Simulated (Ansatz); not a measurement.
Runs of Ansatz 0.2.0 on Ga. The structure is monoclinic, space group C2/c (No. 15). The conventional cell has a = 2.766 Å, b = 8.053 Å, c = 3.332 Å, α = 90.00°, β = 92.02°, γ = 90.00°. Around Ga (site symmetry 2) lie 8 Ga at 2.69 to 2.92 Å. This isn't the form of Ga at room conditions, which is orthorhombic.

```csv
level,cutoff (eV),gap on the mesh (eV),pressure (GPa),relaxed volume (Å³/atom)
LDA,420,none,0.0,17.29
PBEsol,420,none,0.0,17.92
RPBE,420,none,0.0,(a)
BLYP,420,none,0.0,21.77
r2SCAN,500,none,0.0,(b)
```

Alike in all rows: task relaxation of cell and atoms; potentials or basis Ansatz PAW; no spin polarisation; cell relaxed; k mesh 10 × 10 × 8; smearing fermi-dirac 0.05 eV.

Estimate the missing entries.

(a) 19.89; (b) 18.12.

Caveats: the plane-wave basis is chosen anew once the cell has moved, so the energies of steps on either side of that aren't comparable; the PAW data sets come from PBE, with cores solved anew for the run's functional, which leaves a small shift of forces and pressure; the volume moved by over 15 % at a fixed basis, so the end points are rough (some runs).

A k mesh can miss the band edges, and the runs leave out spin-orbit coupling on Ga.

A gap of «none» marks a metal or a gap under the smearing width.

Runs at the PBE level aren't shown here.
